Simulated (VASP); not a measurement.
# Si (Fd-3m) in VASP: a series of runs

The runs below take Si through single point, with PBE.

Everything below comes from runs of VASP 6.6.1. Logs are shortened: lines on timing, memory, paths and dates and some standing lists are left out, and cuts for length are marked.

## (1) The undisturbed crystal

The structure is cubic, space group Fd-3m (No. 227). The conventional cell has a = 5.444 Å, b = 5.444 Å, c = 5.444 Å, α = 90.00°, β = 90.00°, γ = 90.00°. Si (site symmetry -43m) is surrounded by 4 Si at 2.36 Å.

## (2) Single point, PBE (grid = ENCUT=400 dk=0.45 cell=3x3x2 ISMEAR=0 SIGMA=0.05 LREAL=Auto EDIFF=1e-06)

INCAR reads:

```
SYSTEM = Si
  PREC = Accurate
  ENCUT = 400
  EDIFF = 1E-6
  ISMEAR = 0
  SIGMA = 0.05
  LREAL = Auto
  LASPH = .True.
  NELM = 120
  ALGO = Fast
  ISIF = 2
  LWAVE = .False.
  LCHARG = .False.
  GGA = PE
  NBANDS = 84
  NCORE = 1
  KPAR = 2
```

KPOINTS reads:

```
regular mesh
0
Gamma
  2 2 3
  0 0 0
```

POSCAR reads:

```
Si
1.0
    0.0000000000      8.1655535595      8.1655535595
    8.1655535595      0.0000000000      8.1655535595
    5.4437023730      5.4437023730      0.0000000000
Si
36
Direct
    0.1666666667      0.1666666667      0.2500000000
    0.1666666667      0.1666666667      0.7500000000
    0.1666666667      0.5000000000      0.2500000000
    0.1666666667      0.5000000000      0.7500000000
    0.1666666667      0.8333333333      0.2500000000
    0.1666666667      0.8333333333      0.7500000000
    0.5000000000      0.1666666667      0.2500000000
    0.5000000000      0.1666666667      0.7500000000
    0.5000000000      0.5000000000      0.2500000000
    0.5000000000      0.5000000000      0.7500000000
    0.5000000000      0.8333333333      0.2500000000
    0.5000000000      0.8333333333      0.7500000000
    0.8333333333      0.1666666667      0.2500000000
    0.8333333333      0.1666666667      0.7500000000
    0.8333333333      0.5000000000      0.2500000000
    0.8333333333      0.5000000000      0.7500000000
    0.8333333333      0.8333333333      0.2500000000
    0.8333333333      0.8333333333      0.7500000000
    0.2500000000      0.2500000000      0.3750000000
    0.2500000000      0.2500000000      0.8750000000
    0.2500000000      0.5833333333      0.3750000000
    0.2500000000      0.5833333333      0.8750000000
    0.2500000000      0.9166666667      0.3750000000
    0.2500000000      0.9166666667      0.8750000000
    0.5833333333      0.2500000000      0.3750000000
    0.5833333333      0.2500000000      0.8750000000
    0.5833333333      0.5833333333      0.3750000000
    0.5833333333      0.5833333333      0.8750000000
    0.5833333333      0.9166666667      0.3750000000
    0.5833333333      0.9166666667      0.8750000000
    0.9166666667      0.2500000000      0.3750000000
    0.9166666667      0.2500000000      0.8750000000
    0.9166666667      0.5833333333      0.3750000000
    0.9166666667      0.5833333333      0.8750000000
    0.9166666667      0.9166666667      0.3750000000
    0.9166666667      0.9166666667      0.8750000000
```

Potentials or basis: VASP PAW PBE potentials, release 64 (Si).

Command:

```console
$ cat potpaw_PBE.64/Si/POTCAR > POTCAR
$ mpirun -np 4 vasp_std > vasp.out
```

OUTCAR:

```text
SYSTEM = Si
   PREC = Accurate
   ENCUT = 400
   EDIFF = 1E-6
   ISMEAR = 0
   LREAL = Auto
   LASPH = .True.
   NELM = 120
   ISIF = 2
   GGA = PE

 Found      6 irreducible k-points:

 Following reciprocal coordinates:
            Coordinates               Weight
  0.000000  0.000000  0.000000      1.000000
  0.500000  0.000000  0.000000      2.000000
  0.500000  0.500000  0.000000      1.000000
  0.000000  0.000000  0.333333      2.000000
  0.500000  0.000000  0.333333      4.000000
  0.500000  0.500000  0.333333      2.000000
   k-points           NKPTS =      6   k-points in BZ     NKDIM =      6   number of bands    NBANDS=     84
   number of dos      NEDOS =    301   number of ions     NIONS =     36
   total plane-waves  NPLWV = 320000
   dimension x,y,z NGX =    80 NGY =   80 NGZ =   50
   dimension x,y,z NGXF=   160 NGYF=  160 NGZF=  100
   ions per type =              36
   NGX,Y,Z   is equivalent  to a cutoff of  11.52, 11.52, 10.80 a.u.
   NGXF,Y,Z  is equivalent  to a cutoff of  23.03, 23.03, 21.59 a.u.
 SYSTEM =  Si
   PREC   = accura    normal or accurate (medium, high low for compatibility)
   ISTART =      0    job   : 0-new  1-cont  2-samecut
   ICHARG =      2    charge: 1-file 2-atom 10-const
   ISPIN  =      1    spin polarized calculation?
   LNONCOLLINEAR =      F non collinear calculations
   LSORBIT =      F    spin-orbit coupling
   LASPH  =      T    aspherical Exc in radial PAW
   ENCUT  =  400.0 eV  29.40 Ry    5.42 a.u.  18.83 18.83 12.55*2*pi/ulx,y,z
   NELM   =    120;   NELMIN=  2; NELMDL= -5     # of ELM steps
   EDIFF  = 0.1E-05   stopping-criterion for ELM
   LREAL  =      T    real-space projection
   EDIFFG = 0.1E-04   stopping-criterion for IOM
   NSW    =      0    number of steps for IOM
   IBRION =     -1    ionic relax: 0-MD 1-quasi-New 2-CG
   NFREE  =      0    steps in history (QN), initial steepest desc. (CG)
   ISIF   =      2    stress and relaxation
   ISYM   =      2    0-nonsym 1-usesym 2-fastsym
   POTIM  = 0.5000    time-step for ionic-motion
   TEBEG  =    0.0;   TEEND  =   0.0 temperature during run
   PSTRESS=    0.0 pullay stress
   NELECT =     144.0000    total number of electrons
   NUPDOWN=      -1.0000    fix difference up-down
   EMIN   =  10.00;   EMAX   =-10.00  energy-range for DOS
   EFERMI =   0.00;   METHOD = LEGACY
   ISMEAR =     0;   SIGMA  =   0.05  broadening in eV -4-tet -1-fermi 0-gaus
   EFERMI_NEDOS =   21; number of points for ismear=-14 and -15
   IALGO  =     68    algorithm
   IMIX   =      4    mixing-type and parameters
     AMIX     =   0.40;   BMIX     =  1.00
     AMIX_MAG =   1.60;   BMIX_MAG =  1.00
  volume/ion in A,a.u.               =      20.16       136.08
  Fermi-wavevector in a.u.,A,eV,Ry     =   0.954766  1.804247 12.402783  0.911579
  Thomas-Fermi vector in A             =   2.083543
   LORBIT       =      0    0 simple, 1 ext, 2 COOP (PROOUT), +10 PAW based schemes
   GGA     = PE    functional components
   LHFCALC =     F    Hartree Fock is set to
   AEXX    =    0.0000 exact exchange contribution
   IVDW    =     0    specifies the selected vdW correction
   LEPSILON=     F    determine dielectric tensor
   LRPA    =     F    only Hartree local field effects (RPA)
 non-spin polarized calculation
 RMM-DIIS sequential band-by-band and
 Gauss-broadening in eV      SIGMA  =   0.05
  energy-cutoff  :      400.00
  volume of cell :      725.93
 maximum number of plane-waves:     13253
 NGX is ok and might be reduce to    80
   NGX = 37   NGY = 37   NGZ = 25

 number of electron     144.0000000 magnetization

 Free energy of the ion-electron system (eV)
  ---------------------------------------------------
  ext. energy  EPLUGINS =         0.00000000
  ---------------------------------------------------
  free energy    TOTEN  =      -194.84473632 eV

  energy without entropy =     -194.84473632  energy(sigma->0) =     -194.84473632

 E-fermi :   5.9860     XC(G=0):  -9.3761

 val. band max:        5.7618143185   @ k =   0.0000   0.0000   0.0000
 cond. band min:       6.4837457797   @ k =   0.5000   0.5000   0.0000
 fundamental gap:      0.7219314612
 Fermi energy:         5.9859685782

 k-point     1 :       0.0000    0.0000    0.0000
  band No.  band energies     occupation
      1      -6.1484      2.00000
      2      -4.7805      2.00000
      3      -4.7805      2.00000
      4      -4.7805      2.00000
      5      -4.7805      2.00000
      6      -4.2556      2.00000
[... 76 lines left out ...]
     83       7.5015      0.00000
     84       7.5025      0.00000

 k-point     2 :       0.5000    0.0000    0.0000
  band No.  band energies     occupation
      1      -5.7894      2.00000
      2      -5.7894      2.00000
      3      -4.8570      2.00000
      4      -4.8570      2.00000
      5      -4.0566      2.00000
      6      -4.0566      2.00000
[... 76 lines left out ...]
     83       7.8081      0.00000
     84       8.1076      0.00000

 k-point     3 :       0.5000    0.5000    0.0000
  band No.  band energies     occupation
      1      -5.6671      2.00000
      2      -5.6671      2.00000
      3      -5.2048      2.00000
      4      -5.2048      2.00000
      5      -4.0566      2.00000
      6      -4.0566      2.00000
[... 76 lines left out ...]
     83       7.8018      0.00000
     84       7.8020      0.00000

 k-point     4 :       0.0000    0.0000    0.3333
  band No.  band energies     occupation
      1      -5.7894      2.00000
      2      -4.8570      2.00000
      3      -4.8570      2.00000
      4      -4.8570      2.00000
      5      -4.7805      2.00000
      6      -4.7805      2.00000
[... 76 lines left out ...]
     83       7.7279      0.00000
     84       7.7576      0.00000

 k-point     5 :       0.5000    0.0000    0.3333
  band No.  band energies     occupation
      1      -5.6671      2.00000
      2      -5.2048      2.00000
      3      -5.2048      2.00000
      4      -4.8570      2.00000
      5      -4.8570      2.00000
      6      -4.0566      2.00000
[... 76 lines left out ...]
     83       8.5228      0.00000
     84       8.5975      0.00000

 k-point     6 :       0.5000    0.5000    0.3333
  band No.  band energies     occupation
      1      -5.7894      2.00000
      2      -5.2048      2.00000
      3      -4.8570      2.00000
      4      -4.8570      2.00000
      5      -4.8570      2.00000
      6      -4.0566      2.00000
[... 76 lines left out ...]
     83       8.5125      0.00000
     84       8.5521      0.00000

------------------------ aborting loop because EDIFF is reached ----------------------------------------

  FORCE on cell =-STRESS in cart. coord.  units (eV):
  Direction    XX          YY          ZZ          XY          YZ          ZX
  --------------------------------------------------------------------------------------
  -------------------------------------------------------------------------------------
  Total        5.9680234      5.9680234      5.9694271      0.0047794     -0.0039437     -0.0039437
  in kB       13.1718104     13.1718104     13.1749083      0.0105484     -0.0087039     -0.0087039
  external PRESSURE =      13.1728430 kB  Pullay stress =       0.0000000 kB

 VOLUME and BASIS-vectors are now :
 -----------------------------------------------------------------------------
  energy-cutoff  :      400.00
  volume of cell :      725.93
      direct lattice vectors                 reciprocal lattice vectors
     0.000000000  8.165553559  8.165553559    -0.061232836  0.061232836  0.061232836
     8.165553559  0.000000000  8.165553559     0.061232836 -0.061232836  0.061232836
     5.443702373  5.443702373  0.000000000     0.091849254  0.091849254 -0.091849254

 POSITION                                       TOTAL-FORCE (eV/Angst)
 -----------------------------------------------------------------------------------
      2.72185      2.72185      2.72185         0.000214      0.000214     -0.000151
      5.44370      5.44370      2.72185         0.000214      0.000214     -0.000151
      5.44370      2.72185      5.44370         0.000214      0.000214     -0.000151
      8.16555      5.44370      5.44370         0.000214      0.000214     -0.000151
      8.16555      2.72185      8.16555         0.000214      0.000214     -0.000151
     10.88740      5.44370      8.16555         0.000214      0.000214     -0.000151
[... 28 lines left out ...]
      9.52648      9.52648     14.97018        -0.000214     -0.000214      0.000151
     12.24833     12.24833     14.97018        -0.000214     -0.000214      0.000151
 -----------------------------------------------------------------------------------
    total drift:                                0.000003      0.000003     -0.000003

  FREE ENERGIE OF THE ION-ELECTRON SYSTEM (eV)
  ---------------------------------------------------
  free  energy   TOTEN  =      -194.8447363196 eV

  energy  without entropy=     -194.8447363196  energy(sigma->0) =     -194.84473632
```

Run time: 3 min. Hardware: 4 MPI ranks of Intel Xeon Platinum 8559C (Emerald Rapids), shared host; peak memory 0.46 GiB.

The run converged, but some of its settings lie outside the range that counts as converged, so its numbers aren't taken as properties of the crystal.

What came out:

| Property | Result |
| --- | --- |
| Free energy | -194.8447 eV |
| Pressure | 1.3 GPa |
| Band gap on the k mesh | 0.72 eV |

Caveat: an odd mesh through Γ misses points on the zone boundary, where band edges often lie.

(Part 1 of 2 ends here.)
